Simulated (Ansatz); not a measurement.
## SnSe: what symmetry allows forces and stress to be

```
Sn Se
1.0
     0.00000    2.94327    3.21417
     3.21417    0.00000    3.21417
     3.21417    2.94327    0.00000
Sn Se
1 1
Direct
  0.04153 0.95847 0.04153
  0.45847 0.54153 0.45847
```

The calculation used DFT PBE, scalar-relativistic, plane waves, PAW (Ansatz 0.2.0).

Cutoff 420 eV; k points 10×10×10 on the computed 2-atom cell (Γ-centred); Gaussian smearing, width 0.05 eV; no spin polarisation.

This distorted cell has space group I4mm, with 8 operations.

Question: Without a calculation: in which directions can each atom feel a force?

Answer: A force must be left unchanged by every operation that keeps its atom in place, so it lies in the space that those operations leave fixed. Atoms that the group maps onto each other feel forces of one size.
```csv
atom,site symmetry,operations at the site,equivalent to atom,allowed force (Cartesian)
Sn1,4mm,8,1,"along (0.00, 1.00, 0.00)"
Se2,4mm,8,2,"along (0.00, 1.00, 0.00)"
```

That leaves 2 independent force components of 6, tied by 1 condition that the forces sum to zero, so 1 remains. A relaxation in this cell that keeps the symmetry moves the atoms in these directions alone.

Question: And the stress tensor?

Answer: It must be invariant under the point group, which leaves 2 independent components: yz, xz, xy vanish; xx = zz.

Question: Do the computed values obey this?

Answer: Yes. Forces (eV/Å):
```
Sn1  0.000 -1.845  0.000
Se2  0.000  1.845  0.000
```

Stress (GPa, compression positive, xx yy zz yz xz xy): -3.24 13.64 -3.24 0.00 0.00 0.00. The program imposes the same operations on density, forces and stress, so this confirms the analysis and is no independent test of the calculation.

This rock-salt form isn't the usual stable structure of the compound.